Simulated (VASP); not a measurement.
# Sb (Fm-3m) in VASP: single point with LDA

Aim: the single point of Sb with LDA.

Program: VASP 6.6.1. These are calculated values, not measurements. Logs are shortened: lines on timing, memory, paths and dates and some standing lists are left out, and cuts for length are marked.

## 1. The crystal as given

The structure is cubic, space group Fm-3m (No. 225). Conventional cell: a = 4.610 Å, b = 4.610 Å, c = 4.610 Å, α = 90.00°, β = 90.00°, γ = 90.00°. Sb (site symmetry m-3m) is surrounded by 12 Sb at 3.26 Å.

This isn't the form of Sb at room conditions, which is rhombohedral.

## 2. Single point, LDA

The input, INCAR:

```
SYSTEM = Sb
  ALGO = Fast
  EDIFF = 1E-6
  ENCUT = 520
  GGA = CA
  ISIF = 2
  ISMEAR = -1
  LASPH = .TRUE.
  LCHARG = .FALSE.
  LREAL = .FALSE.
  LWAVE = .FALSE.
  NBANDS = 8
  NELM = 60
  PREC = Accurate
  SIGMA = 0.05
```

The input, KPOINTS:

```
k-points
0
G
  9 9 9
  0 0 0
```

The input, POSCAR:

```
Sb
1.0
    0.0000000000      2.3050000000      2.3050000000
    2.3050000000      0.0000000000      2.3050000000
    2.3050000000      2.3050000000      0.0000000000
Sb
1
Direct
    0.0000000000      0.0000000000      0.0000000000
```

Potentials or basis: VASP PAW LDA potentials, release 64 (Sb).

Command:

```sh
cat potpaw_LDA.64/Sb/POTCAR > POTCAR
mpirun -np 1 vasp_std > vasp.out
```

OUTCAR:

```text
SYSTEM = Sb
   EDIFF = 1E-6
   ENCUT = 520
   GGA = CA
   ISIF = 2
   ISMEAR = -1
   LASPH = .TRUE.
   LREAL = .FALSE.
   NELM = 60
   PREC = Accurate

 ion  position               nearest neighbor table
   1  0.000  0.000  0.000-

  LATTYP: Found a face centered cubic cell.
 ALAT       =     4.6100000000

  Lattice vectors:

 A1 = (   0.0000000000,   2.3050000000,   2.3050000000)
 A2 = (   2.3050000000,   0.0000000000,   2.3050000000)
 A3 = (   2.3050000000,   2.3050000000,   0.0000000000)

Analysis of symmetry for initial positions (statically):
=====================================================================
 Subroutine PRICEL returns:
 Original cell was already a primitive cell.

 Routine SETGRP: Setting up the symmetry group for a
 face centered cubic supercell.

 Subroutine GETGRP returns: Found 48 space group operations
 (whereof 48 operations were pure point group operations)
 out of a pool of 48 trial point group operations.

The static configuration has the point symmetry O_h .

Analysis of symmetry for dynamics (positions and initial velocities):
=====================================================================
 Subroutine PRICEL returns:
 Original cell was already a primitive cell.

 Routine SETGRP: Setting up the symmetry group for a
 face centered cubic supercell.

 Subroutine GETGRP returns: Found 48 space group operations
 (whereof 48 operations were pure point group operations)
 out of a pool of 48 trial point group operations.

The dynamic configuration has the point symmetry O_h .

 Subroutine INISYM returns: Found 48 space group operations
 (whereof 48 operations are pure point group operations),
 and found     1 'primitive' translations

----------------------------------------------------------------------------------------

                                     Primitive cell

  volume of cell :      24.4930

  direct lattice vectors                    reciprocal lattice vectors
     0.000000000  2.305000000  2.305000000    -0.216919740  0.216919740  0.216919740
     2.305000000  0.000000000  2.305000000     0.216919740 -0.216919740  0.216919740
     2.305000000  2.305000000  0.000000000     0.216919740  0.216919740 -0.216919740

  length of vectors
     3.259762261  3.259762261  3.259762261     0.375716010  0.375716010  0.375716010

  position of ions in fractional coordinates (direct lattice)
     0.000000000  0.000000000  0.000000000

  ion indices of the primitive-cell ions
   primitive index   ion index
                 1           1

----------------------------------------------------------------------------------------

 KPOINTS: k-points

Automatic generation of k-mesh.
 Grid dimensions read from file:
 generate k-points for:    9    9    9

 Generating k-lattice:

  Cartesian coordinates                     Fractional coordinates (reciprocal lattice)
    -0.024102193  0.024102193  0.024102193     0.111111111  0.000000000  0.000000000
     0.024102193 -0.024102193  0.024102193     0.000000000  0.111111111  0.000000000
     0.024102193  0.024102193 -0.024102193     0.000000000  0.000000000  0.111111111

  Length of vectors
     0.041746223  0.041746223  0.041746223

  Shift w.r.t. Gamma in fractional coordinates (k-lattice)
     0.000000000  0.000000000  0.000000000

 Subroutine IBZKPT returns following result:
 ===========================================

 Found     35 irreducible k-points:

 Following reciprocal coordinates:
            Coordinates               Weight
  0.000000  0.000000  0.000000      1.000000
  0.111111  0.000000  0.000000      8.000000
  0.222222  0.000000  0.000000      8.000000
  0.333333  0.000000  0.000000      8.000000
  0.444444  0.000000  0.000000      8.000000
  0.111111  0.111111  0.000000      6.000000
[... 16 lines left out ...]
 -0.333333  0.333333  0.000000     12.000000
  0.444444  0.444444  0.000000      6.000000
 [... further k-points ...]
   k-points           NKPTS =     35   k-points in BZ     NKDIM =     35   number of bands    NBANDS=      8
   number of dos      NEDOS =    301   number of ions     NIONS =      1
   total plane-waves  NPLWV =  13824
   dimension x,y,z NGX =    24 NGY =   24 NGZ =   24
   dimension x,y,z NGXF=    48 NGYF=   48 NGZF=   48
   ions per type =               1
   NGX,Y,Z   is equivalent  to a cutoff of  12.24, 12.24, 12.24 a.u.
   NGXF,Y,Z  is equivalent  to a cutoff of  24.48, 24.48, 24.48 a.u.
 SYSTEM =  Sb
   PREC   = accura    normal or accurate (medium, high low for compatibility)
   ISTART =      0    job   : 0-new  1-cont  2-samecut
   ICHARG =      2    charge: 1-file 2-atom 10-const
   ISPIN  =      1    spin polarized calculation?
   LNONCOLLINEAR =      F non collinear calculations
   LSORBIT =      F    spin-orbit coupling
   LASPH  =      T    aspherical Exc in radial PAW
   ENCUT  =  520.0 eV  38.22 Ry    6.18 a.u.   6.06  6.06  6.06*2*pi/ulx,y,z
   NELM   =     60;   NELMIN=  2; NELMDL= -5     # of ELM steps
   EDIFF  = 0.1E-05   stopping-criterion for ELM
   LREAL  =      F    real-space projection
   EDIFFG = 0.1E-04   stopping-criterion for IOM
   NSW    =      0    number of steps for IOM
   IBRION =     -1    ionic relax: 0-MD 1-quasi-New 2-CG
   NFREE  =      0    steps in history (QN), initial steepest desc. (CG)
   ISIF   =      2    stress and relaxation
   ISYM   =      2    0-nonsym 1-usesym 2-fastsym
   POTIM  = 0.5000    time-step for ionic-motion
   TEBEG  =    0.0;   TEEND  =   0.0 temperature during run
   PSTRESS=    0.0 pullay stress
   NELECT =       5.0000    total number of electrons
   NUPDOWN=      -1.0000    fix difference up-down
   EMIN   =  10.00;   EMAX   =-10.00  energy-range for DOS
   EFERMI =   0.00;   METHOD = LEGACY
   ISMEAR =    -1;   SIGMA  =   0.05  broadening in eV -4-tet -1-fermi 0-gaus
   EFERMI_NEDOS =   21; number of points for ismear=-14 and -15
   IALGO  =     68    algorithm
   IMIX   =      4    mixing-type and parameters
     AMIX     =   0.40;   BMIX     =  1.00
     AMIX_MAG =   1.60;   BMIX_MAG =  1.00
  volume/ion in A,a.u.               =      24.49       165.29
  Fermi-wavevector in a.u.,A,eV,Ry     =   0.963941  1.821585 12.642299  0.929183
  Thomas-Fermi vector in A             =   2.093530
   LORBIT       =      0    0 simple, 1 ext, 2 COOP (PROOUT), +10 PAW based schemes
   GGA     = CA    functional components
   LHFCALC =     F    Hartree Fock is set to
   AEXX    =    0.0000 exact exchange contribution
   IVDW    =     0    specifies the selected vdW correction
   LEPSILON=     F    determine dielectric tensor
   LRPA    =     F    only Hartree local field effects (RPA)
 non-spin polarized calculation
 RMM-DIIS sequential band-by-band and
  energy-cutoff  :      520.00
  volume of cell :       24.49
 maximum number of plane-waves:       680
   NGX = 13   NGY = 13   NGZ = 13

 number of electron       4.9999999 magnetization

 Free energy of the ion-electron system (eV)
  ---------------------------------------------------
  ext. energy  EPLUGINS =         0.00000000
  ---------------------------------------------------
  free energy    TOTEN  =        -4.50920279 eV

  energy without entropy =       -4.50304585  energy(sigma->0) =       -4.50612432

 E-fermi :   9.8901     XC(G=0): -10.7836

 val. band max:        9.8258122898   @ k =   0.3333   0.2222   0.1111
 cond. band min:       9.9961657430   @ k =  -0.4444   0.2222   0.1111
 fundamental gap:      0.1703534533
 Fermi energy:         9.8901294717

 k-point     1 :       0.0000    0.0000    0.0000
  band No.  band energies     occupation
      1      -4.0077      2.00000
      2      15.6606      0.00000
      3      15.6606      0.00000
      4      15.6606      0.00000
      5      19.7644      0.00000
      6      19.7644      0.00000
      7      19.7644      0.00000
      8      20.0216      0.00000

 k-point     2 :       0.1111    0.0000    0.0000
  band No.  band energies     occupation
      1      -3.7413      2.00000
      2      13.4111      0.00000
      3      15.3026      0.00000
      4      15.3026      0.00000
      5      18.7367      0.00000
      6      20.3019      0.00000
      7      20.3019      0.00000
      8      22.4410      0.00000

 k-point     3 :       0.2222    0.0000    0.0000
  band No.  band energies     occupation
      1      -2.9476      2.00000
      2       9.7976      1.72846
      3      14.6379      0.00000
      4      14.6379      0.00000
      5      18.3228      0.00000
      6      20.4576      0.00000
      7      20.4576      0.00000
      8      22.0253      0.00000

 k-point     4 :       0.3333    0.0000    0.0000
  band No.  band energies     occupation
      1      -1.6607      2.00000
      2       6.4296      2.00000
      3      14.0827      0.00000
      4      14.0827      0.00000
      5      18.2186      0.00000
      6      19.5374      0.00000
      7      19.5374      0.00000
      8      20.5552      0.00000

 k-point     5 :       0.4444    0.0000    0.0000
  band No.  band energies     occupation
      1      -0.1209      2.00000
      2       3.8133      2.00000
      3      13.7826      0.00000
      4      13.7826      0.00000
      5      18.3762      0.00000
      6      18.9835      0.00000
      7      18.9835      0.00000
      8      19.5818      0.00000
[... 177 lines left out ...]
 k-point    22 :      -0.4444    0.3333    0.0000
  band No.  band energies     occupation
      1       1.7252      2.00000
      2       5.2756      2.00000
      3       7.2110      2.00000
      4      10.9035      0.00000
      5      14.7913      0.00000
      6      19.1056      0.00000
      7      24.1190      0.00000
      8      25.1415      0.00000

 k-point    23 :      -0.3333    0.3333    0.0000
  band No.  band energies     occupation
      1       1.5618      2.00000
      2       5.9164      2.00000
      3       6.0137      2.00000
      4      11.6846      0.00000
      5      15.4073      0.00000
      6      22.2304      0.00000
      7      23.5089      0.00000
      8      23.7979      0.00000

 k-point    24 :       0.4444    0.4444    0.0000
  band No.  band energies     occupation
      1       1.4126      2.00000
      2       5.1511      2.00000
      3      10.1792      0.00615
      4      10.1792      0.00615
      5      14.0970      0.00000
      6      14.3914      0.00000
      7      26.3590      0.00000
      8      26.9300      0.00000

 [... further k-points ...]

------------------------ aborting loop because EDIFF is reached ----------------------------------------

  FORCE on cell =-STRESS in cart. coord.  units (eV):
  Direction    XX          YY          ZZ          XY          YZ          ZX
  --------------------------------------------------------------------------------------
  -------------------------------------------------------------------------------------
  Total        0.6475509      0.6475509      0.6475509      0.0000000     -0.0000000     -0.0000000
  in kB       42.3586092     42.3586092     42.3586092      0.0000000     -0.0000000     -0.0000000
  external PRESSURE =      42.3586092 kB  Pullay stress =       0.0000000 kB

 VOLUME and BASIS-vectors are now :
 -----------------------------------------------------------------------------
  energy-cutoff  :      520.00
  volume of cell :       24.49
      direct lattice vectors                 reciprocal lattice vectors
     0.000000000  2.305000000  2.305000000    -0.216919740  0.216919740  0.216919740
     2.305000000  0.000000000  2.305000000     0.216919740 -0.216919740  0.216919740
     2.305000000  2.305000000  0.000000000     0.216919740  0.216919740 -0.216919740

 POSITION                                       TOTAL-FORCE (eV/Angst)
 -----------------------------------------------------------------------------------
      0.00000      0.00000      0.00000         0.000000      0.000000      0.000000
 -----------------------------------------------------------------------------------
    total drift:                                0.000000      0.000000     -0.000000

  FREE ENERGIE OF THE ION-ELECTRON SYSTEM (eV)
  ---------------------------------------------------
  free  energy   TOTEN  =        -4.5092027892 eV

  energy  without entropy=       -4.5030458506  energy(sigma->0) =       -4.50612432
```

It took 4.5 s on 1 thread of AMD EPYC 7R43 (Zen 3), shared host; peak memory 0.1 GiB.

Results:

```yaml
Free_energy: -4.5092 eV
Pressure: 4.2 GPa
Band_gap_on_the_k_mesh: none (metal or under the smearing width)
```

The run has no spin-orbit coupling, so splittings on Sb are missing.
